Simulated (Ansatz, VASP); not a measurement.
# Two plane-wave programs on Ge

```
CELL_PARAMETERS angstrom
2.71047 0.00000 0.00000
0.00000 2.71047 0.00000
0.00000 0.00000 2.71047
ATOMIC_POSITIONS crystal
Ge 0.00000 0.00000 0.00000
```

The cell was built by a generator and needn't be a form met in nature.

Alike in both runs: task relaxation of cell and atoms; functional PBE; dispersion D4; k mesh 10 × 10 × 10; occupations fermi-dirac, width 0.05 eV; no spin polarisation.

|  | VASP | Ansatz |
| --- | --- | --- |
| version | VASP 6.6.1 | Ansatz 0.2.0 |
| potentials or method | VASP PAW PBE potentials, release 64 (Ge_d) | Ansatz PAW |
| plane-wave cutoff (eV) | 600 | 420 |
| valence electrons in the cell | 14 | 14 |

VASP gave:

| Item | Value |
| --- | --- |
| gap on the k mesh at the Fermi level, each at its own relaxed structure (eV) | none |
| relaxed volume (Å³/atom) | 19.04 |
| relaxed cell length with the largest relative difference (Å) | 2.670 |
| energy change over the relaxation (meV/atom) | -9 |

Question: What did Ansatz give for the same quantities?

Answer: gap on the k mesh at the Fermi level, each at its own relaxed structure (eV): none; relaxed volume (Å³/atom): 19.00; relaxed cell length with the largest relative difference (Å): 2.669; energy change over the relaxation (meV/atom): -10.

A gap of «none» marks a metal or a gap that the smearing closes.

Caveats: pairwise dispersion overbinds metals, which lowers pressure and volume; the plane-wave basis is chosen anew once the cell has moved, so the energies of steps on either side of that aren't comparable (Ansatz).
